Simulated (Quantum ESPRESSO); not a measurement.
# BN (P6_3/mmc) in Quantum ESPRESSO: a series of runs

The runs below take BN through single point, equation of state, with LDA.

Program: Quantum ESPRESSO 7.5. These are calculated values, not measurements. Logs are shortened: lines on timing, memory, paths and dates and some standing lists are left out, and cuts for length are marked.

**1. Starting point**

The structure is hexagonal, space group P6_3/mmc (No. 194). The conventional cell has a = 2.498 Å, b = 2.498 Å, c = 6.636 Å, α = 90.00°, β = 90.00°, γ = 120.00°. N (site symmetry -6m2) has 3 B at 1.44 Å as nearest neighbours. Around B (site symmetry -6m2) lie 3 N at 1.44 Å.

**2. Single point, LDA, 8.43 Å³/atom**

pw.in reads:

```
&CONTROL
  calculation = 'scf'
  prefix = 'pwscf'
  outdir = './tmp'
  pseudo_dir = './pseudo'
  tprnfor = .true.
  tstress = .true.
  disk_io = 'nowf'
/
&SYSTEM
  ibrav = 0
  nat = 4
  ntyp = 2
  ecutwfc = 84
  nbnd = 14
  occupations = 'smearing'
  smearing = 'fd'
  degauss = 0.00367493
/
&ELECTRONS
  conv_thr = 8d-10
  electron_maxstep = 120
  mixing_beta = 0.5
/
ATOMIC_SPECIES
N     14.0070 N.upf
B     10.8100 B.upf
CELL_PARAMETERS angstrom
   2.4472412002    0.0000000000    0.0000000000
  -1.2236206001    2.1193730486    0.0000000000
   0.0000000000    0.0000000000    6.5002395416
ATOMIC_POSITIONS crystal
N      0.6666666667    0.3333333333    0.2500000000
N      0.3333333333    0.6666666667    0.7500000000
B      0.6666666667    0.3333333333    0.7500000000
B      0.3333333333    0.6666666667    0.2500000000
K_POINTS automatic
12 12 4 0 0 0
```

Potentials or basis: PseudoDojo 0.4.1 SR LDA standard.

On the command line:

```bash
OMP_NUM_THREADS=1 pw.x -in pw.in > pw.out
```

pw.out:

```text
This program is part of the open-source Quantum ESPRESSO suite
     for quantum simulation of materials; please cite
         "P. Giannozzi et al., J. Phys.:Condens. Matter 21 395502 (2009);
         "P. Giannozzi et al., J. Phys.:Condens. Matter 29 465901 (2017);
         "P. Giannozzi et al., J. Chem. Phys. 152 154105 (2020);
     in publications or presentations arising from this work. More details at

     Message from routine setup:
     using ibrav=0 with symmetry is DISCOURAGED, use correct ibrav instead

     G-vector sticks info
     --------------------
     sticks:   dense  smooth     PW     G-vecs:    dense   smooth      PW
     Sum         499     499    151                23729    23729    3981

     Using Slab Decomposition

     bravais-lattice index     =            0
     lattice parameter (alat)  =       4.6246  a.u.
     unit-cell volume          =     227.5151 (a.u.)^3
     number of atoms/cell      =            4
     number of atomic types    =            2
     number of electrons       =        16.00
     number of Kohn-Sham states=           14
     kinetic-energy cutoff     =      84.0000  Ry
     charge density cutoff     =     336.0000  Ry
     scf convergence threshold =      8.0E-10
     mixing beta               =       0.5000
     number of iterations used =            8  plain     mixing
     Exchange-correlation= SLA  PW   NOGX NOGC
                           (   1   4   0   0   0   0   0)

     celldm(1)=   4.624616  celldm(2)=   0.000000  celldm(3)=   0.000000
     celldm(4)=   0.000000  celldm(5)=   0.000000  celldm(6)=   0.000000

     crystal axes: (cart. coord. in units of alat)
               a(1) = (   1.000000   0.000000   0.000000 )
               a(2) = (  -0.500000   0.866025   0.000000 )
               a(3) = (   0.000000   0.000000   2.656150 )

     reciprocal axes: (cart. coord. in units 2 pi/alat)
               b(1) = (  1.000000  0.577350 -0.000000 )
               b(2) = (  0.000000  1.154701  0.000000 )
               b(3) = (  0.000000 -0.000000  0.376485 )

     PseudoPot. # 1 for N  read from file:
     N.upf
     Pseudo is Norm-conserving + core correction, Zval =  5.0
     Generated using ONCVPSP code by D. R. Hamann
     Using radial grid of 1058 points,  4 beta functions with:
                l(1) =   0
                l(2) =   0
                l(3) =   1
                l(4) =   1

     PseudoPot. # 2 for B  read from file:
     B.upf
     Pseudo is Norm-conserving + core correction, Zval =  3.0
     Generated using ONCVPSP code by D. R. Hamann
     Using radial grid of 1498 points,  4 beta functions with:
                l(1) =   0
                l(2) =   0
                l(3) =   1
                l(4) =   1

     atomic species   valence    mass     pseudopotential
     N                 5.00    14.00700     N ( 1.00)
     B                 3.00    10.81000     B ( 1.00)

     24 Sym. Ops., with inversion, found (12 have fractional translation)

   Cartesian axes

     site n.     atom                  positions (alat units)
         1        N      tau(   1) = (   0.5000000   0.2886751   0.6640375  )
         2        N      tau(   2) = (  -0.0000000   0.5773503   1.9921124  )
         3        B      tau(   3) = (   0.5000000   0.2886751   1.9921124  )
         4        B      tau(   4) = (  -0.0000000   0.5773503   0.6640375  )

     number of k points=    57  Fermi-Dirac smearing, width (Ry)=  0.0037
                       cart. coord. in units 2pi/alat
        k(    1) = (   0.0000000   0.0000000   0.0000000), wk =   0.0034722
        k(    2) = (   0.0000000   0.0000000   0.0941212), wk =   0.0069444
        k(    3) = (   0.0000000   0.0000000  -0.1882424), wk =   0.0034722
        k(    4) = (   0.0000000   0.0962250   0.0000000), wk =   0.0208333
        k(    5) = (   0.0000000   0.0962250   0.0941212), wk =   0.0416667
        k(    6) = (   0.0000000   0.0962250  -0.1882424), wk =   0.0208333
[... 49 lines left out ...]
        k(   56) = (   0.3333333   0.5773503   0.0941212), wk =   0.0138889
        k(   57) = (   0.3333333   0.5773503  -0.1882424), wk =   0.0069444

     Dense  grid:    23729 G-vectors     FFT dimensions: (  27,  27,  72)

     Initial potential from superposition of free atoms

     starting charge      15.9996, renormalised to      16.0000
     Starting wfcs are   16 randomized atomic wfcs

     Self-consistent Calculation

     iteration #  1     ecut=    84.00 Ry     beta= 0.50
     Davidson diagonalization with overlap
     ethr =  1.00E-02,  avg # of iterations =  6.0

     total energy              =     -53.51525087 Ry
     estimated scf accuracy    <       0.82666619 Ry

     iteration #  2     ecut=    84.00 Ry     beta= 0.50
     Davidson diagonalization with overlap
     ethr =  5.17E-03,  avg # of iterations =  2.0

     total energy              =     -53.67546991 Ry
     estimated scf accuracy    <       0.06668293 Ry

     iteration #  3     ecut=    84.00 Ry     beta= 0.50
     Davidson diagonalization with overlap
     ethr =  4.17E-04,  avg # of iterations =  2.8

     total energy              =     -53.67909166 Ry
     estimated scf accuracy    <       0.00872370 Ry

     iteration #  4     ecut=    84.00 Ry     beta= 0.50
     Davidson diagonalization with overlap
     ethr =  5.45E-05,  avg # of iterations =  4.2

     total energy              =     -53.68020901 Ry
     estimated scf accuracy    <       0.00079360 Ry

     iteration #  5     ecut=    84.00 Ry     beta= 0.50
     Davidson diagonalization with overlap
     c_bands:  1 eigenvalues not converged
     ethr =  4.96E-06,  avg # of iterations =  5.3

     total energy              =     -53.68039061 Ry
     estimated scf accuracy    <       0.00011593 Ry

     iteration #  6     ecut=    84.00 Ry     beta= 0.50
     Davidson diagonalization with overlap
     ethr =  7.25E-07,  avg # of iterations =  2.0

     total energy              =     -53.68040919 Ry
     estimated scf accuracy    <       0.00000045 Ry

     iteration #  7     ecut=    84.00 Ry     beta= 0.50
     Davidson diagonalization with overlap
     ethr =  2.79E-09,  avg # of iterations =  4.2

     total energy              =     -53.68041003 Ry
     estimated scf accuracy    <       0.00000018 Ry

     iteration #  8     ecut=    84.00 Ry     beta= 0.50
     Davidson diagonalization with overlap
     ethr =  1.11E-09,  avg # of iterations =  1.7

     total energy              =     -53.68041006 Ry
     estimated scf accuracy    <          4.5E-09 Ry

     iteration #  9     ecut=    84.00 Ry     beta= 0.50
     Davidson diagonalization with overlap
     ethr =  2.84E-11,  avg # of iterations =  3.6

     End of self-consistent calculation

          k = 0.0000 0.0000 0.0000 (  2975 PWs)   bands (ev):

   -12.9230 -12.5617  -1.6763   0.7105   3.8282   3.8282   3.8692   3.8692
    10.1921  15.5884  17.2143  17.2144  17.3554  17.3554

          k = 0.0000 0.0000 0.0941 (  2964 PWs)   bands (ev):

   -12.8735 -12.6183  -1.3870   0.2738   3.8342   3.8342   3.8632   3.8632
    10.9630  14.7030  17.2345  17.2345  17.3342  17.3342

          k = 0.0000 0.0000-0.1882 (  2952 PWs)   bands (ev):

   -12.7494 -12.7494  -0.6248  -0.6248   3.8487   3.8487   3.8487   3.8487
    12.7819  12.7819  17.2838  17.2838  17.2838  17.2838

          k = 0.0000 0.0962 0.0000 (  2963 PWs)   bands (ev):

   -12.7797 -12.4241  -1.4773   0.8892   3.2638   3.3015   3.5458   3.5916
    10.4364  15.5173  17.0937  17.3009  17.8476  17.9856

          k = 0.0000 0.0962 0.0941 (  2958 PWs)   bands (ev):

   -12.7309 -12.4797  -1.1906   0.4558   3.2708   3.2991   3.5525   3.5849
    11.1891  14.7489  17.1311  17.2759  17.8672  17.9647

          k = 0.0000 0.0962-0.1882 (  2964 PWs)   bands (ev):

   -12.6087 -12.6087  -0.4351  -0.4351   3.2867   3.2867   3.5686   3.5686
    12.9522  12.9522  17.2070  17.2070  17.9153  17.9153

          k = 0.0000 0.1925 0.0000 (  2948 PWs)   bands (ev):

   -12.3567 -12.0181  -0.8870   1.4147   1.8182   1.8655   2.8618   2.9169
    11.0955  15.1713  16.7412  16.7651  17.2373  19.5606

          k = 0.0000 0.1925 0.0941 (  2961 PWs)   bands (ev):

   -12.3101 -12.0709  -0.6094   0.9829   1.8306   1.8764   2.8698   2.9087
    11.7863  14.6934  16.8071  16.8681  17.2607  18.9166

          k = 0.0000 0.1925-0.1882 (  2958 PWs)   bands (ev):

   -12.1935 -12.1935   0.1209   0.1209   1.8581   1.8581   2.8892   2.8892
    13.3349  13.3349  16.9148  16.9148  17.7114  17.7114
[... 16 lines left out ...]
          k = 0.0000 0.3849 0.0000 (  2956 PWs)   bands (ev):

   -10.8085 -10.5481  -1.9129  -1.8163   1.3306   1.3993   1.4677   3.2900
    12.1275  13.0971  13.3224  16.1165  17.1997  20.5056

          k = 0.0000 0.3849 0.0941 (  2963 PWs)   bands (ev):

   -10.7720 -10.5880  -1.9035  -1.8344   1.4092   1.4576   1.5843   2.9580
    12.0762  12.7447  14.2962  16.0963  17.2225  19.1941

          k = 0.0000 0.3849-0.1882 (  2958 PWs)   bands (ev):

   -10.6817 -10.6817  -1.8731  -1.8731   1.4333   1.4333   2.2335   2.2335
    12.3106  12.3106  15.6724  15.6724  17.6524  17.6524

          k = 0.0000 0.4811 0.0000 (  2968 PWs)   bands (ev):

    -9.9168  -9.7396  -3.4282  -3.3341   0.9580   1.0294   2.7048   4.2648
    10.1495  11.5955  14.6169  15.9334  17.3684  20.2501

          k = 0.0000 0.4811 0.0941 (  2958 PWs)   bands (ev):

    -9.8914  -9.7661  -3.4184  -3.3516   0.9684   1.0189   2.9199   4.0232
    10.2423  11.2538  15.1188  15.9364  17.5645  19.4056

          k = 0.0000 0.4811-0.1882 (  2952 PWs)   bands (ev):

    -9.8294  -9.8294  -3.3889  -3.3889   0.9935   0.9935   3.4576   3.4576
    10.6395  10.6395  15.7803  15.7803  18.3183  18.3183

          k = 0.0000-0.5774 0.0000 (  2974 PWs)   bands (ev):

    -9.4543  -9.3777  -4.0540  -3.9940   0.8055   0.8779   3.4908   4.6334
     9.2820  10.8852  15.2630  15.8711  17.7542  19.1528

          k = 0.0000-0.5774 0.0941 (  2968 PWs)   bands (ev):

    -9.4428  -9.3887  -4.0497  -4.0072   0.8160   0.8672   3.6664   4.4840
     9.3799  10.5049  15.5072  15.8850  18.1757  19.0166

          k = 0.0000-0.5774-0.1882 (  2960 PWs)   bands (ev):

    -9.4155  -9.4155  -4.0329  -4.0329   0.8415   0.8415   4.0865   4.0865
     9.8127   9.8127  15.8214  15.8214  18.7813  18.7813

          k = 0.0833 0.1443 0.0000 (  2959 PWs)   bands (ev):

   -12.4965 -12.1521  -1.0825   1.2415   2.3363   2.3625   2.9959   3.0418
    10.8909  15.3136  17.1447  17.2175  17.3700  18.4999

          k = 0.0833 0.1443 0.0941 (  2952 PWs)   bands (ev):

   -12.4491 -12.2059  -0.8015   0.8126   2.3441   2.3682   3.0029   3.0351
    11.6050  14.7534  17.1794  17.3409  17.3566  18.3455

          k = 0.0833 0.1443-0.1882 (  2970 PWs)   bands (ev):

   -12.3307 -12.3307  -0.0613  -0.0613   2.3604   2.3604   3.0190   3.0190
    13.2378  13.2378  17.2627  17.2627  17.7837  17.7837

          k = 0.0833 0.2406 0.0000 (  2959 PWs)   bands (ev):

   -11.9446 -11.6236  -0.3076   0.7965   0.8408   1.9230   2.1464   2.2034
    11.7282  14.6889  15.5127  17.0603  17.5716  19.5570

          k = 0.0833 0.2406 0.0941 (  2957 PWs)   bands (ev):

   -11.9002 -11.6735  -0.0476   0.8072   0.8239   1.5442   2.1574   2.1964
    12.3285  14.4155  15.7678  17.0696  17.5274  18.5689

          k = 0.0833 0.2406-0.1882 (  2966 PWs)   bands (ev):

   -11.7896 -11.7896   0.5733   0.5733   0.9334   0.9334   2.1772   2.1772
    13.5452  13.5452  16.6029  16.6029  17.5123  17.5123

          k = 0.0833 0.3368 0.0000 (  2947 PWs)   bands (ev):

   -11.1643 -10.8814  -1.0108  -0.9338   0.8076   1.3484   1.4158   2.8707
    12.8801  13.1781  13.7397  16.8071  17.6677  20.7859

          k = 0.0833 0.3368 0.0941 (  2951 PWs)   bands (ev):

   -11.1249 -10.9250  -1.0061  -0.9497   1.0671   1.3611   1.4072   2.5186
    12.7669  13.3382  14.3519  16.7663  17.6226  18.8909

          k = 0.0833 0.3368-0.1882 (  2960 PWs)   bands (ev):
[... 109 lines left out ...]
          k = 0.2500 0.5292 0.0000 (  2960 PWs)   bands (ev):

    -9.0181  -8.9358  -3.4011  -3.2850  -1.4936  -1.4391   4.2470   5.0906
     9.9366  10.5571  16.3616  17.3037  18.9822  19.1795

          k = 0.2500 0.5292 0.0941 (  2960 PWs)   bands (ev):

    -9.0059  -8.9478  -3.3857  -3.3037  -1.4894  -1.4507   4.3951   5.0014
     9.9042  10.3573  16.6287  17.6569  18.7678  19.2633

          k = 0.2500 0.5292-0.1882 (  2962 PWs)   bands (ev):

    -8.9768  -8.9768  -3.3464  -3.3464  -1.4738  -1.4738   4.7270   4.7270
    10.0196  10.0196  17.3304  17.3304  19.0963  19.0963

          k = 0.3333 0.5774 0.0000 (  2937 PWs)   bands (ev):

    -8.7503  -8.7503  -3.3616  -3.1785  -2.0455  -2.0455   4.9892   4.9892
    10.0436  10.0436  15.6691  18.6755  18.6755  19.2052

          k = 0.3333 0.5774 0.0941 (  2952 PWs)   bands (ev):

    -8.7500  -8.7500  -3.3354  -3.2060  -2.0502  -2.0502   5.0385   5.0385
     9.9124   9.9124  16.0119  18.3314  19.0638  19.0638

          k = 0.3333 0.5774-0.1882 (  2970 PWs)   bands (ev):

    -8.7498  -8.7498  -3.2714  -3.2714  -2.0550  -2.0550   5.0895   5.0895
     9.7833   9.7833  16.9793  16.9793  19.5166  19.5166

     the Fermi energy is     8.2700 ev

!    total energy              =     -53.68041006 Ry
     estimated scf accuracy    <          7.1E-11 Ry
     smearing contrib. (-TS)   =      -0.00000000 Ry
     internal energy E=F+TS    =     -53.68041006 Ry

     The total energy is F=E-TS. E is the sum of the following terms:
     one-electron contribution =     -14.83955937 Ry
     hartree contribution      =      16.07454758 Ry
     xc contribution           =     -17.40540722 Ry
     ewald contribution        =     -37.50999105 Ry

     convergence has been achieved in   9 iterations

     Forces acting on atoms (cartesian axes, Ry/au):

     atom    1 type  1   force =    -0.00000000   -0.00000000   -0.00000000
     atom    2 type  1   force =     0.00000000    0.00000000    0.00000000
     atom    3 type  2   force =     0.00000000    0.00000000    0.00000000
     atom    4 type  2   force =    -0.00000000   -0.00000000   -0.00000000

     Total force =     0.000000     Total SCF correction =     0.000000

     Computing stress (Cartesian axis) and pressure

          total   stress  (Ry/bohr**3)                   (kbar)     P=      137.12
   0.00139906   0.00000000   0.00000000          205.81        0.00        0.00
   0.00000000   0.00139906  -0.00000000            0.00      205.81       -0.00
   0.00000000  -0.00000000  -0.00000172            0.00       -0.00       -0.25

=------------------------------------------------------------------------------=
   JOB DONE.
=------------------------------------------------------------------------------=
```

Run time: 23 s. Hardware: 1 thread of Intel Xeon Platinum 8375C at 2.90GHz (Ice Lake), shared host; peak memory 0.08 GiB.

Results:

| Property | Result |
| --- | --- |
| Free energy | -730.3592 eV |
| Pressure | 13.7 GPa |
| Band gap on the k mesh | 4.19 eV, indirect (least direct gap 4.65 eV) |

(Continued in part 2 of 2.)
